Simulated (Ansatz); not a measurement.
## Bands of Fe

```xyz
1
Lattice="2.3678 0.0000 0.0000 0.0000 2.3678 0.0000 0.0000 0.0000 2.3678" Properties=species:S:1:pos:R:3 pbc="T T T"
Fe    0.0000    0.0000    0.0000
```

The structure comes from a relaxation in the same program, started in the sc type, and has space group Pm-3m. Whether it is a known phase or the ground state wasn't checked.

The magnetic state is the one reached from the start moments; no search over orders was made, so it needn't be the ground state.

Level of theory: DFT, PBE, all-electron LAPW, scalar-relativistic (Ansatz 0.2.0).

Settings: a Γ-centred 18×18×18 k mesh, Fermi–Dirac smearing of 0.03 eV, basis error target 0.5 meV/atom, spin-polarised from start moments Fe 3 μB, ending with a cell moment of 2.35 μB.

Points in fractions of the reciprocal vectors of this cell: Γ (0, 0, 0), X (0, 0.5, 0), M (0.5, 0.5, 0), R (0.5, 0.5, 0.5). The path joins them by straight lines in the order Γ–X–M–Γ–R–X–R–M; legs that retrace an earlier one aren't tabulated. Energies are in eV from the Fermi level.

Question: List the spin-down levels at R between -14 and 8 eV.

Answer: -1.69 (×3), 2.82 (×2).

Question: List the spin-up levels at Γ between -14 and 8 eV.

Answer: -7.86, -3.87 (×2), -0.56 (×3).

Question: List the spin-up levels at M between -14 and 8 eV.

Answer: -4.94, -2.92, -1.54 (×2), 0.88, 4.98 (×2).

Question: What is the band gap?

Answer: none: bands cross the Fermi level, a metal.
